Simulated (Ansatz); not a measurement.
# Al3Ni2: enthalpy against pressure

Al3Ni2, P-3m1, a = 4.007 Å, c = 4.862 Å. Ansatz: r2SCAN, PAW, 500 eV, Γ-centred 12×12×8 mesh on 5 atoms, Gaussian smearing 0.10 eV; no spin polarisation. Cell and atoms are relaxed at each pressure, and no other structure is tried, so the rows at high pressure may lie past a change of phase. y is the enthalpy over the state at zero pressure; there V0 = 13.518 Å³/atom. The pressures are the targets, met within 0.01 GPa.

| P (GPa) | y (eV/atom) |
| --- | --- |
| -3.0 | -0.2558 |
| 0.0 | 0.0000 |
| 3.0 | 0.2506 |
| 8.0 | ? |
| 15.0 | 1.2096 |
| 30.0 | 2.3328 |
| 60.0 | 4.4040 |

Q: Fit y = c1 P + c2 P² + c3 P³ to the other rows, say what c1 and c2 mean, and predict the missing value.

A: Least squares on the rows shown. y = 0.084154 P − 0.00024775 P² + 1.1421×10⁻⁶ P³. Since dH/dP = V, c1 is V0: 0.084154 eV/GPa × 160.2 = 13.481 Å³ against 13.518; c2 = −V0/(2B0) gives B0 = 170 GPa, where a Birch–Murnaghan fit to the volumes of the same runs (not shown) gives 145 GPa: a cubic over this range folds the higher terms into c2. At P = 8.0 the fit asked for gives 0.6580 eV/atom. The run gave 0.6579 eV/atom, so the fit is 0.0001 eV/atom too high, within the rms miss on the fitted rows (0.0006 eV/atom).